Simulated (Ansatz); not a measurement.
## TaN: strain energy, fitted

TaN, P6_3/mmc, a = 2.917 Å, c = 5.915 Å. This isn't the usual stable structure of the compound. Ansatz: PBE, PAW, 420 eV, Γ-centred 18×18×8 mesh on 4 atoms, Gaussian smearing 0.10 eV; no spin polarisation. Series: biaxial strain in the a-b plane, c and atoms relaxed; x is the strain in per cent. y is the free energy over the unstrained cell, V0 = 10.898 Å³/atom.

| x (%) | y (meV/atom) |
| --- | --- |
| -6.0 | ? |
| -4.0 | 91.10 |
| -2.0 | 21.63 |
| 0.0 | 0.00 |
| 2.0 | 19.23 |
| 4.0 | 72.25 |
| 6.0 | 150.62 |

Task: Fit y = c2 x² + c3 x³ to the other rows, turn c2 into a modulus, and predict the missing energy.

Result: Least squares on the rows shown. y = 5.0950 x² − 0.15117 x³. In eV per unit strain² c2 is 50.95; M is the biaxial modulus (E = M V0 ε²): 50.95 × 160.2 / (10.898) = 749 GPa. At x = -6.0 the fit asked for gives 216.07 meV/atom. The run gave 215.29 meV/atom, so the fit is 0.78 meV/atom too high, 0.36 % of the span of the series, against an rms of 0.20 meV/atom on the fitted rows. The row lies outside the fitted range. With a term in x⁴ added, a fit to the same known rows predicts 214.36 meV/atom, which misses by about as much or more on the other side: the known rows don't fix the higher terms.

Spin–orbit coupling is left out, which can shift energies with elements as heavy as these.